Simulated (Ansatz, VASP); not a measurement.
## One calculation of SiO2 (Cristobalite), two programs

```xyz
12
Lattice="4.9486 0.0000 0.0000 0.0000 4.9486 0.0000 0.0000 0.0000 6.9163" Properties=species:S:1:pos:R:3 pbc="T T T"
Si    3.9538    0.9948    5.1872
Si    3.4691    3.4691    3.4581
Si    0.9948    3.9538    1.7291
Si    1.4795    1.4795    0.0000
O     0.5120    1.1871    5.6843
O     1.2872    2.9863    0.4971
O     4.4365    3.7615    2.2261
O     3.6614    1.9623    3.9552
O     2.9863    1.2872    6.4192
O     3.7615    4.4365    4.6901
O     1.9623    3.6614    2.9611
O     1.1871    0.5120    1.2320
```

Change from the starting cell: volume scaled by 0.98.

Alike in both runs: task single point; functional PBE; k mesh 6 × 6 × 4; occupations fermi-dirac, width 0.05 eV; no spin polarisation.

|  | VASP | Ansatz |
| --- | --- | --- |
| version | VASP 6.6.1 | Ansatz 0.2.0 |
| potentials or method | VASP PAW PBE potentials, release 64 (Si, O) | Ansatz PAW |
| plane-wave cutoff (eV) | 520 | 420 |
| valence electrons in the cell | 64 | 64 |

|  | VASP | Ansatz | Ansatz less VASP |
| --- | --- | --- | --- |
| gap on the k mesh at the Fermi level (eV) | 5.87 | 5.87 | -0.002 |
| least direct gap on the mesh (eV) | 5.87 | 5.87 | -0.002 |
| pressure (GPa) | 10.3 | 10.2 | -0.16 |
| largest component of the traceless stress (GPa) | 0.47 | 0.49 | +0.024 |
| rms of the force components (eV/Å) | 0.300 | 0.300 | -0.0003 |

Atom by atom the forces differ by 0.010 eV/Å (rms over components).

Caveats: the pressure holds a Pulay correction of +0.5 GPa for the finite cutoff (Ansatz). A k mesh can miss the band edges.
